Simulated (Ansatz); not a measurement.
Input of an Ansatz 0.2.0 run:

The input input.yaml:

```yaml
crystal:
  lattice:
    - [-2.574489719, 2.574489719, 1.3974126432]
    - [2.574489719, -2.574489719, 1.3974126432]
    - [2.574489719, 2.574489719, -1.3974126432]
  atoms:
    - { symbol: Ge, position: [0.5, 0.5, 0.0] }
    - { symbol: Ge, position: [0.25, 0.75, 0.5] }
kpoints:
  mp_grid: { grid: [11, 11, 11] }
scf:
  occupations: { method: gaussian, width: 0.02 }
hamiltonian:
  xc: pbesol
  pseudopotentials: { kind: all_electron, lapw: { basis_error: 0.001 } }
output:
  forces: true
  stress: true
  eigenvalues: true
```

Potentials or basis: all-electron LAPW, scalar-relativistic.

Command:

```sh
$ ansatz run input.yaml --threads 1 --pin off --max-ram 3072MiB --backend cpu --events-out ev --progress --plain --runs-dir out
```

(1) Predict the pressure.

(2) Estimate the band gap on the k mesh.

## Answers

(1) -0.5 GPa.

(2) none (metal or under the smearing width).
